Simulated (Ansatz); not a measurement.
## MoP3: before and after

Level of theory: Ansatz, DFT PBE, scalar-relativistic, plane waves, PAW. Settings: cutoff 420 eV, Γ-centred meshes no coarser than 0.19 Å⁻¹ for metals and 0.3 Å⁻¹ for insulators (2π included), Gaussian smearing.

The start was the Li3N type (P6/mmm, No. 191), relaxed within its symmetry. A cell of 8 atoms (2 times the primitive one) was then disturbed at random, relaxed without symmetry and relaxed once more on a fine mesh. For metals, differences of a few meV/atom aren't resolved.

Before:

```cif
data_structure
_symmetry_space_group_name_H-M 'P6/mmm'
_symmetry_Int_Tables_number 191
_cell_length_a 4.3795
_cell_length_b 4.3795
_cell_length_c 4.7122
_cell_angle_alpha 90.000
_cell_angle_beta 90.000
_cell_angle_gamma 120.000
_cell_volume 78.27
loop_
_atom_site_label
_atom_site_type_symbol
_atom_site_symmetry_multiplicity
_atom_site_Wyckoff_symbol
_atom_site_fract_x
_atom_site_fract_y
_atom_site_fract_z
_atom_site_occupancy
Mo1 Mo 1 a 0.00000 0.00000 0.00000 1
P1 P 1 b 0.00000 0.00000 0.50000 1
P2 P 2 c 0.33333 0.66667 0.00000 1
```

After:

```cif
data_structure
_symmetry_space_group_name_H-M 'P1'
_symmetry_Int_Tables_number 1
_cell_length_a 4.1915
_cell_length_b 4.1966
_cell_length_c 9.1298
_cell_angle_alpha 83.410
_cell_angle_beta 83.441
_cell_angle_gamma 64.556
_cell_volume 143.68
loop_
_atom_site_label
_atom_site_type_symbol
_atom_site_symmetry_multiplicity
_atom_site_Wyckoff_symbol
_atom_site_fract_x
_atom_site_fract_y
_atom_site_fract_z
_atom_site_occupancy
Mo1 Mo 1 a 0.03415 0.06516 0.99157 1
Mo2 Mo 1 a 0.48519 0.95694 0.50350 1
P1 P 1 a 0.79613 0.90875 0.24813 1
P2 P 1 a 0.19511 0.05100 0.73774 1
P3 P 1 a 0.79107 0.31666 0.56848 1
P4 P 1 a 0.38429 0.40342 0.96094 1
P5 P 1 a 0.67246 0.69311 0.06534 1
P6 P 1 a 0.14160 0.60496 0.42430 1
```

Is this a distortion of the same structure or a reconstruction, and what lowers the energy?

A distortion: the Mo–P network is kept, and P6/mmm (No. 191) becomes P1 (No. 1). P–P bonds form, at 2.19 Å where the closest pair was 2.53 Å apart.

What does it gain?

257 meV/atom, with the volume going from 19.57 to 17.96 Å³/atom. Against the elements the energy goes from 0.31 to 0.06 eV/atom, so the compound stays hypothetical.

Cost: 4 runs of about 11 core-minutes in all, on Intel Xeon 6975P-C (Granite Rapids) (shared hosts).